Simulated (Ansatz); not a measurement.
Input and command of a calculation in Ansatz (plane waves; scalar-relativistic PAW potentials unless the input names others):

```yaml
crystal:
  lattice:
    - [4.0978737, 0.0, 0.0]
    - [0.0, 4.0978737, 0.0]
    - [0.0, 0.0, 4.0978737]
  atoms:
    - { symbol: Tl, position: [0.0, 0.0, 0.0] }
    - { symbol: Br, position: [0.5, 0.5, 0.5] }
basis:
  ecutwfc: 420
  ecutrho_ratio: 4
kpoints:
  mp_grid: { grid: [8, 8, 8] }
hamiltonian:
  xc: pbesol
scf:
  occupations: { method: gaussian, width: 0.02 }
output:
  forces: true
  eigenvalues: true
  stress: true
```

```bash
ansatz run input.yaml --threads 1 --pin off --max-ram 1331MiB --backend cpu --events-out ev --progress --plain --runs-dir out
```

Abridged log:
```
Basis set: ecut = 420 eV, 1357 PW (Γ), exchange–correlation on 60×60×60 points (8 copies of the dense FFT grid, shifted against one another)
Bands: 14, of which v1, the nominal top of the filled ones, is band 10 counted from 1 (9 counted from 0)
Symmetry: 48 space group operations
k-points: 35 of 512
SCF iter   1: F=—  HF=-14033.618533 eV  |F-HF|=—  |Δ(HF+E_count)|=         —  Δρ=1.83e-3  dr2=3.49e-3  ethr=1.77e-3  ⟨swp⟩=6.9  Hψ=2832  notcnv=0
SCF iter   2: F=—  HF=-14033.616145 eV  |F-HF|=—  |Δ(HF+E_count)|=   2.39e-3  Δρ=1.46e-3  dr2=3.20e-3  ethr=1.74e-5  ⟨swp⟩=2.0  Hψ=1218  notcnv=0
SCF iter   3: F=—  HF=-14033.615379 eV  |F-HF|=—  |Δ(HF+E_count)|=   7.67e-4  Δρ=4.89e-4  dr2=1.28e-4  ethr=1.60e-5  ⟨swp⟩=2.0  Hψ=726  notcnv=0
SCF iter   4: F=—  HF=-14033.615428 eV  |F-HF|=—  |Δ(HF+E_count)|=   4.90e-5  Δρ=1.52e-4  dr2=1.37e-5  ethr=6.42e-7  ⟨swp⟩=2.4  Hψ=788  notcnv=0
SCF iter   5: F=—  HF=-14033.615429 eV  |F-HF|=—  |Δ(HF+E_count)|=   1.85e-6  Δρ=4.63e-5  dr2=3.37e-6  ethr=6.85e-8  ⟨swp⟩=2.1  Hψ=722  notcnv=0
SCF iter   6: F=—  HF=-14033.615429 eV  |F-HF|=—  |Δ(HF+E_count)|=   5.69e-7  Δρ=1.14e-5  dr2=1.52e-7  ethr=1.68e-8  ⟨swp⟩=2.0  Hψ=840  notcnv=0
SCF iter   7: F=-14033.615429 eV  HF=-14033.615429 eV  |F-HF|=4.32e-9  |Δ(HF+E_count)|=   4.00e-8  Δρ=1.93e-6  dr2=5.94e-9  ethr=5.00e-10  ⟨swp⟩=5.2  Hψ=2020  notcnv=0
SCF 1 converged in 7 iterations: F = -14033.615429 eV  dr2 = 5.94e-9
SCF converged after 7 iterations
Free energy (F): -14033.615429 eV
Harris-Foulkes:  -14033.615429 eV  (|F-HF|=4.32e-9)
Internal energy: -14033.615429 eV  (E = F + TS)
E sigma→0 (E₀):  -14033.615429 eV
Fermi energy:    4.870150 eV
--- Forces (eV/Å), atoms counted from 1 ---
  atom   1  Tl     0.00000000     0.00000000     0.00000000
  atom   2  Br     0.00000000     0.00000000     0.00000000
--- Stress (GPa, compression-positive) ---
       -2.586275       0.000000       0.000000
        0.000000      -2.586275       0.000000
        0.000000       0.000000      -2.586275
  P = ⅓ Tr σ = -2.5863 GPa (-25.863 kbar)
```

Apart from outputs and empty bands, the input differs from a reference run on usual settings in basis.ecutrho_ratio: not typed → 4. The reference, at the same geometry (not necessarily relaxed), gave pressure -2.59 GPa, largest force 0.000 eV/Å, gap on the mesh 1.95 eV. This run converged in 7 SCF iterations (reference: 7) with an energy at zero smearing within 0.01 meV/atom of the reference's, pressure -2.59 GPa, largest force 0.000 eV/Å, gap on the mesh 1.95 eV.